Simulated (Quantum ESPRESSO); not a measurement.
Wanted: the native input for a Quantum ESPRESSO 7.5 run.

```yaml
Task: dielectric tensor
Functional: LDA
Potentials_or_basis: GBRV 1.5 LDA
Cutoff: 612 eV
Density_cutoff: 4898 eV
k_mesh: 16 × 16 × 16, shifted
Occupations: fermi-dirac, width 0.05 eV
Spin: no spin polarisation
Form_of_the_LDA_correlation: PZ81
Mixing_beta: 0.5
Most_SCF_iterations: 120
SCF_threshold: 4e-10 Ry
```

Crystal: BN.

```xyz
2
Lattice="1.2511 0.7223 3.3729 -1.2511 0.7223 3.3729 0.0000 -1.4447 3.3729" Properties=species:S:1:pos:R:3 pbc="T T T"
N     0.0000    0.0000    6.7517
B     0.0000    0.0000    0.0033
```

The cell is a database's computed one.

One way to write it, as run:

pw.in

```
&CONTROL
  calculation = 'scf'
  prefix = 'pwscf'
  outdir = './tmp'
  pseudo_dir = './pseudo'
  tprnfor = .true.
  tstress = .true.
  disk_io = 'low'
/
&SYSTEM
  ibrav = 0
  celldm(1) = 8
  nat = 2
  ntyp = 2
  ecutwfc = 45
  ecutrho = 360
  nbnd = 9
  occupations = 'smearing'
  smearing = 'fd'
  degauss = 0.00367493
/
&ELECTRONS
  conv_thr = 4d-10
  electron_maxstep = 120
  mixing_beta = 0.5
/
ATOMIC_SPECIES
N     14.0070 n_lda_v1.2.uspp.F.UPF
B     10.8100 b_lda_v1.4.uspp.F.UPF
CELL_PARAMETERS alat
  0.2955346898502   0.1706270327353   0.7967402823206
 -0.2955346898502   0.1706270327353   0.7967402823206
  0.0000000000000  -0.3412540654705   0.7967402823206
ATOMIC_POSITIONS crystal
N      0.6672382000    0.6672382000    0.6672382000
B      0.0003288000    0.0003288000    0.0003288000
K_POINTS automatic
16 16 16 1 1 1
```

scf2.in

```
&CONTROL
  calculation = 'scf'
  prefix = 'pwscf'
  outdir = './tmp'
  pseudo_dir = './pseudo'
  tprnfor = .true.
  tstress = .true.
  disk_io = 'low'
/
&SYSTEM
  ibrav = 0
  celldm(1) = 8
  nat = 2
  ntyp = 2
  ecutwfc = 45
  ecutrho = 360
  nbnd = 9
  occupations = 'fixed'
/
&ELECTRONS
  conv_thr = 1d-13
  electron_maxstep = 120
  mixing_beta = 0.5
  startingpot = 'file'
  startingwfc = 'file'
/
ATOMIC_SPECIES
N     14.0070 n_lda_v1.2.uspp.F.UPF
B     10.8100 b_lda_v1.4.uspp.F.UPF
CELL_PARAMETERS alat
  0.2955346898502   0.1706270327353   0.7967402823206
 -0.2955346898502   0.1706270327353   0.7967402823206
  0.0000000000000  -0.3412540654705   0.7967402823206
ATOMIC_POSITIONS crystal
N      0.6672382000    0.6672382000    0.6672382000
B      0.0003288000    0.0003288000    0.0003288000
K_POINTS automatic
16 16 16 1 1 1
```

ph.in

```
dielectric of BN
&INPUTPH
  prefix = 'pwscf'
  outdir = './tmp'
  tr2_ph = 1d-18
  fildyn = 'dyn'
  niter_ph = 90
  alpha_mix(1) = 0.7
  epsil = .true.
  trans = .false.
  zeu = .true.
/
0.0000000000 0.0000000000 0.0000000000
```

Potentials or basis: GBRV 1.5 LDA.

The run is started by

```bash
$ OMP_NUM_THREADS=1 pw.x -in pw.in > pw.out
$ OMP_NUM_THREADS=1 pw.x -in scf2.in > scf2.out
$ OMP_NUM_THREADS=1 ph.x -in ph.in > ph.out
```

Results of the run:

```json
{
  "Pressure": "-3.4 GPa",
  "Electronic dielectric tensor (diagonal)": "4.81, 4.81, 2.65",
  "Born charges (mean of the diagonal)": "N -2.03; B +2.03 e"
}
```

Caveat: the cell is more than 3 GPa from zero pressure, which shifts response properties.

It took 2.1 min on 1 thread of AMD EPYC 9R45 96-Core Processor (Zen 5), on a shared host, peak memory 0.08 GiB.
